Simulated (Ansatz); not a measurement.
# Doping ZnSe for thermoelectric use — Ansatz, plane waves and PAW

Space group F-43m (No. 216), 2 atoms in the cell of the first input below: a = 4.008 Å, b = 4.008 Å, c = 4.008 Å, α = 60.00°, β = 60.00°, γ = 60.00°.

The structure is a measured one, not always of the ambient phase, taken without relaxation (pressure -1.1 GPa with this functional, without spin–orbit coupling). Functional: PBEsol.

Spin–orbit coupling is left out. Kohn–Sham gap between the band edges found on a fine mesh: 1.17 eV.

Levels at points 0.012 Å⁻¹ about the band edges give the masses:

```yaml
crystal:
  lattice:
    - [0.0, 2.8337995388, 2.8337995388]
    - [2.8337995388, 0.0, 2.8337995388]
    - [2.8337995388, 2.8337995388, 0.0]
  atoms:
    - { symbol: Zn, position: [0.0, 0.0, 0.0] }
    - { symbol: Se, position: [0.75, 0.75, 0.75] }
basis:
  ecutwfc: 420
  ecutrho_ratio: 4
kpoints:
  mp_grid: { grid: [10, 10, 10] }
hamiltonian:
  xc: pbesol
scf:
  occupations: { method: gaussian, width: 0.05 }
output:
  forces: true
  stress: true
  eigenvalues: true
  eigenstates:
    kpoints:
      - [0.0, 0.0, 0.0]
      - [0.0, 0.005412158, 0.005412158]
      - [0.0, -0.005412158, -0.005412158]
      - [0.005412158, 0.0, 0.005412158]
      - [-0.005412158, 0.0, -0.005412158]
      - [0.005412158, 0.005412158, 0.0]
      - [-0.005412158, -0.005412158, 0.0]
      - [0.003826974, 0.003826974, 0.007653948]
      - [-0.003826974, -0.003826974, -0.007653948]
      - [0.003826974, 0.007653948, 0.003826974]
      - [-0.003826974, -0.007653948, -0.003826974]
      - [0.007653948, 0.003826974, 0.003826974]
      - [-0.007653948, -0.003826974, -0.003826974]
      - [0.006249422, 0.006249422, 0.006249422]
      - [-0.006249422, -0.006249422, -0.006249422]
      - [0.0, 0.0, 0.0]
      - [0.0, 0.005412158, 0.005412158]
      - [0.0, -0.005412158, -0.005412158]
      - [0.005412158, 0.0, 0.005412158]
      - [-0.005412158, 0.0, -0.005412158]
      - [0.005412158, 0.005412158, 0.0]
      - [-0.005412158, -0.005412158, 0.0]
      - [0.003826974, 0.003826974, 0.007653948]
      - [-0.003826974, -0.003826974, -0.007653948]
      - [0.003826974, 0.007653948, 0.003826974]
      - [-0.003826974, -0.007653948, -0.003826974]
      - [0.007653948, 0.003826974, 0.003826974]
      - [-0.007653948, -0.003826974, -0.003826974]
      - [0.006249422, 0.006249422, 0.006249422]
      - [-0.006249422, -0.006249422, -0.006249422]
    de_dk: true
    e_range: [-1.18500325346, 1.182659625387]
```

```bash
ansatz run input.yaml --threads 4 --pin off --max-ram 9216MiB --backend cpu --events-out ev --progress --plain --runs-dir out
```

Time: 1.9 s on 4 threads of Intel(R) Xeon(R) Platinum 8175M CPU @ 2.50GHz (Skylake/Cascade Lake), with other jobs on the host, peak memory 0.43 GiB.

Edges at k = (0.000, 0.000, 0.000) and (0.000, 0.000, 0.000); masses in electron masses along fixed Cartesian directions (which need not be the axes of a valley), negative for hole-like bands, for at most the three nearest levels of the same spin at these k-points, within 0.3 eV:

```csv
edge,band,from the edge (meV),degeneracy,x,y,z,111
valence,1,0,3,-0.593,-0.593,-0.593,-1.302
valence,2,0,3,-0.593,-0.593,-0.593,-1.302
valence,3,0,3,-0.092,-0.092,-0.092,-0.079
conduction,1,0,1,0.088,0.088,0.088,0.088
```

These curvatures agree with the slopes at the same points. They hold at the edge alone, and further out the bands need not be parabolic. Degenerate bands can be warped: each is named by its order in energy along a direction and has no mass tensor of its own.

The states of the whole zone with their velocity products:

```yaml
crystal:
  lattice:
    - [0.0, 2.8337995388, 2.8337995388]
    - [2.8337995388, 0.0, 2.8337995388]
    - [2.8337995388, 2.8337995388, 0.0]
  atoms:
    - { symbol: Zn, position: [0.0, 0.0, 0.0] }
    - { symbol: Se, position: [0.75, 0.75, 0.75] }
basis:
  ecutwfc: 420
  ecutrho_ratio: 4
kpoints:
  mp_grid: { grid: [10, 10, 10] }
hamiltonian:
  xc: pbesol
scf:
  occupations: { method: gaussian, width: 0.05 }
output:
  forces: true
  stress: true
  eigenvalues: true
  states_by_energy: { minimum_broadening: 0.025 }
```

```bash
ansatz run input.yaml --threads 4 --pin off --max-ram 9216MiB --backend cpu --events-out ev --progress --plain --runs-dir out
```

Time: 100 s on 4 threads of Intel(R) Xeon(R) Platinum 8175M CPU @ 2.50GHz (Skylake/Cascade Lake), on a shared host, peak memory 1.3 GiB.

From that table, at a constant relaxation time τ with Fermi–Dirac weights and rigid bands:

```tsv
T (K)	doping (cm⁻³)	μ − E_F (eV)	σ_xx/τ (10²⁰/Ω m s)	S_xx (μV/K)	Lorenz (10⁻⁸ V²/K²)	ħω_p,xx (eV)
300	n 1e19	0.744	0.0239	-63	2.28	0.342
300	p 1e19	-0.537	0.00433	380	1.84	0.146
300	n 1e20	1.149	0.146	-19	2.43	0.844
300	p 1e20	-0.608	0.043	191	1.94	0.459
300	n 1e21	1.947	0.708	-31	2.57	1.861
300	p 1e21	-0.766	0.406	57	2.30	1.410
600	n 1e19	0.726	0.0226	-119	2.08	0.333
600	p 1e19	-0.432	0.0042	469	1.83	0.143
600	n 1e20	1.141	0.144	-38	2.38	0.839
600	p 1e20	-0.560	0.0418	274	1.87	0.452
600	n 1e21	1.928	0.712	-55	2.80	1.867
600	p 1e21	-0.754	0.4	107	2.12	1.399
900	n 1e19	0.696	0.0212	-164	1.98	0.322
900	p 1e19	-0.307	0.00408	522	1.85	0.141
900	n 1e20	1.128	0.141	-58	2.32	0.830
900	p 1e20	-0.492	0.0406	326	1.86	0.446
900	n 1e21	1.902	0.716	-75	2.94	1.872
900	p 1e21	-0.733	0.392	147	2.04	1.385
```

Problem. Which of the dopings listed at 300 K has the largest power factor S²σ/τ along x?

Solution. n 1e19: 0.096, p 1e19: 0.63, n 1e20: 0.053, p 1e20: 1.6, n 1e21: 0.68, p 1e21: 1.3 (10¹¹ W/m K² s), so p 1e20 cm⁻³, if τ is the same for all.

Problem. What conductivity mass along x follows from the plasma energy at 1e19 electrons per cm³ and 300 K, and how does it compare with the band-edge mass?

Solution. (ħω_p)² = ħ² n e²/(ε0 m) gives m = 0.118, against 0.088 at the edge: heavier. The same formula gives 0.193 at 1e20 cm⁻³, so the mass grows with filling, as the carriers reach where the band flattens or other valleys lie.

Caveats: melting, decomposition and changes of phase at these temperatures weren't checked; no scattering is computed, and the gap isn't corrected; spin–orbit coupling, left out, splits the Se p valence bands by some tenths of an eV, so hole masses, degeneracies and p rows are those of the unsplit bands.
